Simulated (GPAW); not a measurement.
**Co: equation of state with r2SCAN**

The system is Co.

```
Co
1.0
     2.48736    0.00000    0.00000
    -1.24368    2.15412    0.00000
     0.00000    0.00000    4.06329
Co
2
Direct
  0.33333 0.66667 0.74014
  0.66667 0.33333 0.25986
```

- Program: GPAW 26.7.0
- Task: equation of state
- Functional: r2SCAN
- Potentials or basis: GPAW PAW data sets (gpaw-data 1.2.1)
- Cutoff: 600 eV
- Basis: pw
- k mesh: 10 × 10 × 5
- Occupations: fermi-dirac, width 0.05 eV
- Spin: collinear spin, ferromagnetic start
- Starting moments: [2.0, 2.0] μB

| Item | Value |
| --- | --- |
| Equilibrium volume | 10.81 Å³/atom (rough: see the caveat) |
| Bulk modulus at fixed shape and positions | 234 GPa (rough) |

Energy against volume, from the lowest point:
| volume (Å³/atom) | energy (meV/atom) |
| --- | --- |
| 10.233 | 24.29 |
| 10.450 | 8.85 |
| 10.668 | 0.89 |
| 10.886 | 0.00 |
| 11.103 | 5.35 |
| 11.321 | 16.02 |
| 11.539 | 31.62 |

Wall time 6.1 min on 4 MPI ranks on Intel(R) Xeon(R) Platinum 8259CL CPU @ 2.50GHz (Skylake/Cascade Lake), with other jobs on the host, peak memory 0.68 GiB a rank.

Caveat: the points scatter about the fit; the cell was scaled at fixed shape and fractional positions, which overstates the stiffness of a crystal with free parameters, most of all of layers and chains; the PAW data sets were made with another functional, which shifts forces and pressure a little.
